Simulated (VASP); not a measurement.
# Relaxed cell of ZnO (zincite): a test of cutoff and mesh, part 2 of 2

How far does the relaxed cell of ZnO (zincite) depend on cutoff and k mesh? The starting structure is a measured crystal structure from the Crystallography Open Database. The first relaxation on each setting starts from this cell expanded by 3 % in volume.

VASP 6.6.1.

Results so far: reference 11.86 Å³ an atom; a cutoff of 400 eV 11.51 Å³ an atom; a 4×4×3 mesh 11.86 Å³ an atom.

## Step 5: Relaxation with a cutoff of 680 eV

Level of this step: PBEsol; plane waves and PAW (Zn, O) (VASP).

Against step 2 the input has ENCUT = 680. This run starts from the cell of an earlier relaxation, which isn't shown; the restart sets up the plane waves anew.

Contents of INCAR:

```
SYSTEM = ZnO
PREC = Accurate
ENCUT = 680
EDIFF = 1E-06
NELM = 100
ISMEAR = 0
SIGMA = 0.03
LREAL = .FALSE.
ALGO = Normal
GGA = PS
NBANDS = 24
LORBIT = 11
LWAVE = .FALSE.
LCHARG = .FALSE.
KPAR = 8
IBRION = 2
NSW = 50
ISIF = 3
EDIFFG = -0.006
```

Contents of POSCAR:

```
ZnO
1.0
    3.2368995953      0.0000000000      0.0000000000
   -1.6184497977      2.8032372790      0.0000000000
    0.0000000000      0.0000000000      5.2238318483
Zn O
2 2
Direct
    0.6666666667      0.3333333333      0.0000319089
    0.3333333333      0.6666666667      0.5000319089
    0.3333333333      0.6666666667      0.8789780911
    0.6666666667      0.3333333333      0.3789780911
```

Contents of KPOINTS:

```
Automatic mesh
0
Gamma
8 8 4
0 0 0
```

The projector-augmented-wave data sets are Zn and O (PBE family, release 64).

Command:

```sh
mpirun -np 8 vasp_std
```

Output:

```text
[... set-up lines as in an earlier step ...]
 entering main loop
       N       E                     dE             d eps       ncg     rms          rms(c)
DAV:   1     0.316697861573E+03    0.31670E+03   -0.21624E+04  1448   0.262E+03
DAV:   2     0.928755241613E+01   -0.30741E+03   -0.29028E+03  1632   0.479E+02
DAV:   3    -0.216958479556E+02   -0.30983E+02   -0.30744E+02  1648   0.153E+02
DAV:   4    -0.222139629260E+02   -0.51811E+00   -0.51787E+00  1640   0.205E+01
[...]
DAV:  12    -0.194144328765E+02   -0.28165E-04   -0.86591E-05  2080   0.204E-01    0.199E-02
DAV:  13    -0.194144311774E+02    0.16991E-05   -0.15221E-05  1904   0.103E-01    0.829E-03
DAV:  14    -0.194144312673E+02   -0.89856E-07   -0.56629E-06  1528   0.307E-02
   1 F= -.19414431E+02 E0= -.19414431E+02  d E =-.194144E+02
[...]
N       E                     dE             d eps       ncg     rms          rms(c)
DAV:   1    -0.194153335460E+02   -0.90237E-03   -0.12923E-02  1712   0.217E+00    0.222E-01
DAV:   2    -0.194145122192E+02    0.82133E-03   -0.29224E-03  1744   0.115E+00    0.810E-02
DAV:   3    -0.194144398136E+02    0.72406E-04   -0.51912E-05  1960   0.175E-01    0.445E-02
DAV:   4    -0.194144111059E+02    0.28708E-04   -0.28408E-05  2304   0.927E-02    0.469E-03
DAV:   5    -0.194144114475E+02   -0.34162E-06   -0.79173E-06  1488   0.262E-02
   2 F= -.19414411E+02 E0= -.19414411E+02  d E =0.198198E-04
 trial-energy change:    0.000020  1 .order   -0.000017   -0.000067    0.000033
 step:   0.6711(harm=  0.6711)  dis= 0.00005  next Energy=   -19.414454 (dE=-0.226E-04)
 reached required accuracy - stopping structural energy minimisation
```

Elapsed: 14 s, on 8 MPI ranks of Intel Xeon Platinum 8559C (Emerald Rapids), shared host; peak memory 1.8 GiB.

From OUTCAR (step 5):

```text
  Total        0.0219147      0.0219147      0.0197087     -0.0000000      0.0000000      0.0000000
  in kB        0.7418676      0.7418676      0.6671892     -0.0000000      0.0000000      0.0000000
  external PRESSURE =       0.7169748 kB  Pullay stress =       0.0000000 kB

 POSITION                                       TOTAL-FORCE (eV/Angst)
 -----------------------------------------------------------------------------------
      1.61750      0.93386      0.00009        -0.000000      0.000000      0.001729
     -0.00000      1.86773      2.61110         0.000000      0.000000      0.001729
     -0.00000      1.86773      4.59013        -0.000000      0.000000     -0.001729
      1.61750      0.93386      1.97911         0.000000     -0.000000     -0.001729
 -----------------------------------------------------------------------------------
    total drift:                                0.000000      0.000000     -0.001196

  FREE ENERGIE OF THE ION-ELECTRON SYSTEM (eV)
  ---------------------------------------------------
  free  energy   TOTEN  =       -19.4144114475 eV

  energy  without entropy=      -19.4144114475  energy(sigma->0) =      -19.41441145

[... 2 parts as in an earlier step ...]

[... 2 further parts left out ...]
[key lines of the parts left out:]
E-fermi :   1.2384
```

With a cutoff of 680 eV the cell ends at 11.832 Å³ an atom, -0.20 % from the reference.

## Step 6: Relaxation with a 10×10×6 mesh

Against step 2 the input has a 10×10×6 mesh. This run starts from the cell of an earlier relaxation, which isn't shown; the restart sets up the plane waves anew.

INCAR, as its differences from that of step 5:

```diff
@@ -2,3 +2,3 @@
 PREC = Accurate
-ENCUT = 680
+ENCUT = 520
 EDIFF = 1E-06
```

Contents of POSCAR:

```
ZnO
1.0
    3.2377797298      0.0000000000      0.0000000000
   -1.6188898649      2.8039994979      0.0000000000
    0.0000000000      0.0000000000      5.2259843162
Zn O
2 2
Direct
    0.6666666667      0.3333333333      0.0000486296
    0.3333333333      0.6666666667      0.5000486296
    0.3333333333      0.6666666667      0.8789613704
    0.6666666667      0.3333333333      0.3789613704
```

Contents of KPOINTS:

```
Automatic mesh
0
Gamma
10 10 6
0 0 0
```

Command:

```sh
mpirun -np 8 vasp_std
```

Output:

```text
[... set-up lines as in an earlier step ...]
 entering main loop
       N       E                     dE             d eps       ncg     rms          rms(c)
DAV:   1     0.279128066282E+03    0.27913E+03   -0.18646E+04  2712   0.218E+03
DAV:   2     0.538729943972E+01   -0.27374E+03   -0.25992E+03  2880   0.423E+02
DAV:   3    -0.217949767170E+02   -0.27182E+02   -0.26970E+02  3128   0.139E+02
DAV:   4    -0.222092026881E+02   -0.41423E+00   -0.41403E+00  2992   0.182E+01
[...]
DAV:  12    -0.194080371823E+02   -0.28002E-04   -0.68371E-05  3904   0.173E-01    0.214E-02
DAV:  13    -0.194080343391E+02    0.28432E-05   -0.14905E-05  3696   0.967E-02    0.845E-03
DAV:  14    -0.194080342728E+02    0.66360E-07   -0.57712E-06  2824   0.311E-02
   1 F= -.19408034E+02 E0= -.19408034E+02  d E =-.194080E+02
[...]
N       E                     dE             d eps       ncg     rms          rms(c)
DAV:   1    -0.194082219218E+02   -0.18758E-03   -0.29505E-03  3192   0.996E-01    0.103E-01
DAV:   2    -0.194080475516E+02    0.17437E-03   -0.65871E-04  3288   0.525E-01    0.383E-02
DAV:   3    -0.194080306953E+02    0.16856E-04   -0.11603E-05  3672   0.824E-02    0.212E-02
DAV:   4    -0.194080240625E+02    0.66328E-05   -0.72947E-06  3888   0.441E-02    0.229E-03
DAV:   5    -0.194080241329E+02   -0.70335E-07   -0.19212E-06  1680   0.148E-02
   2 F= -.19408024E+02 E0= -.19408024E+02  d E =0.101399E-04
 trial-energy change:    0.000010  1 .order   -0.000002   -0.000016    0.000013
 step:   0.5532(harm=  0.5532)  dis= 0.00003  next Energy=   -19.408039 (dE=-0.451E-05)
 reached required accuracy - stopping structural energy minimisation
```

Wall time 8.6 s (8 MPI ranks); peak memory 1.6 GiB; 62 s of CPU time.

Parts of OUTCAR (step 6):

```text
  Total        0.0185574      0.0185574      0.0169037      0.0000000     -0.0000000     -0.0000000
  in kB        0.6270980      0.6270980      0.5712180      0.0000000     -0.0000000     -0.0000000
  external PRESSURE =       0.6084713 kB  Pullay stress =       0.0000000 kB

 POSITION                                       TOTAL-FORCE (eV/Angst)
 -----------------------------------------------------------------------------------
      1.61840      0.93438      0.00019         0.000000      0.000000      0.001804
     -0.00000      1.86876      2.61297        -0.000000      0.000000      0.001804
     -0.00000      1.86876      4.59311         0.000000      0.000000     -0.001804
      1.61840      0.93438      1.98034        -0.000000      0.000000     -0.001804
 -----------------------------------------------------------------------------------
    total drift:                                0.000000      0.000000     -0.001504

  FREE ENERGIE OF THE ION-ELECTRON SYSTEM (eV)
  ---------------------------------------------------
  free  energy   TOTEN  =       -19.4080241329 eV

  energy  without entropy=      -19.4080241329  energy(sigma->0) =      -19.40802413

[... 1 part as in an earlier step ...]

[... 3 further parts left out ...]
[key lines of the parts left out:]
E-fermi :   1.3165
```

With a 10×10×6 mesh the cell ends at 11.853 Å³ an atom, -0.02 % from the reference.

## Step 7: All runs side by side

```csv
run,volume (Å³/atom),change (%),pressure left (GPa),core minutes
reference,11.856,-,0.03,3.97
a cutoff of 400 eV,11.509,-2.92,0.06,4.45
a 4×4×3 mesh,11.865,0.08,0.02,1.6
a cutoff of 680 eV,11.832,-0.2,0.07,9.65
a 10×10×6 mesh,11.853,-0.02,0.06,5.68
```

Core minutes are wall time times ranks, summed over the relaxations behind a row (those for a bulk modulus apart), on shared hosts.

## Step 8: Summary of results

- volume of the reference: 11.86 Å³/atom
- volume against the reference, a cutoff of 400 eV: -2.92 %
- volume against the reference, a 4×4×3 mesh: +0.08 %
- volume against the reference, a cutoff of 680 eV: -0.20 %
- volume against the reference, a 10×10×6 mesh: -0.02 %

In words: The volume moves most with a cutoff of 400 eV: -2.92 % against the reference (520 eV, 8×8×4 mesh). On finer settings it changes by -0.20 % with a cutoff of 680 eV and -0.02 % with a 10×10×6 mesh. The relaxations stop with up to 0.07 GPa left, which at a bulk modulus of 50 GPa, to name a scale, is 0.14 % of the volume, and more along a soft axis. That understates it: a restart alone still moved the volume by up to 0.8 %. A cell that shrinks at the lower cutoff is the usual mark of Pulay stress, the error that a plane-wave basis makes when it is kept while the volume changes. Further runs on this material are not shown.

[Lines on the potential files, build, host, timing and source positions are cut from VASP's logs without a mark.]

[Logs are printed without paths, hosts, clocks, repeated set-up lines and the standing remarks that a program may print on its own settings, such as how far it seeks lower states.]

[Hosts, paths, dates, database ids (printed as entryN), source tags and the programs' standing remarks are cut or masked in the printed files.]
